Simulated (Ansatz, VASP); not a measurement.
One calculation of TaN, two programs

```
CELL_PARAMETERS angstrom
2.84986 0.00000 0.00000
-1.42493 2.46805 0.00000
0.00000 0.00000 2.88300
ATOMIC_POSITIONS crystal
Ta 0.33333 0.66667 0.50000
N 0.00000 0.00000 0.00000
```

Change from the starting cell: equal xx and yy strain of -3 %, crystal datasets.

Alike in both runs: task electric field gradients; functional PBEsol; k mesh 12 × 12 × 10; occupations fermi-dirac, width 0.02 eV; no spin polarisation.

|  | VASP | Ansatz |
| --- | --- | --- |
| version | VASP 6.6.1 | Ansatz 0.2.0 |
| potentials or method | VASP PAW PBE potentials, release 64 (Ta_pv, N), cutoff 520 eV | all-electron PAW with datasets made for the crystal, scalar-relativistic |

|  | VASP | Ansatz | Ansatz less VASP |
| --- | --- | --- | --- |
| pressure (GPa) | 19.3 | 18.0 | -1.25 |
| largest component of the traceless stress (GPa) | 12.70 | 12.84 | +0.139 |
| Vzz of the field gradient on the site that differs most (V/Å²) | 29.5 | 70.7 | +41.29 |

Ansatz ran all-electron here, so the differences hold the error of VASP's frozen core and of both bases. Ansatz warned: «gradients_without_spin_orbit».

Caveats: so large a pressure means that the cell lies far from this level's equilibrium, or that cutoff or potentials fall short (VASP); the potentials were made for another functional, which shifts forces and pressure (VASP). Spin-orbit coupling is left out, which matters for the levels of Ta.
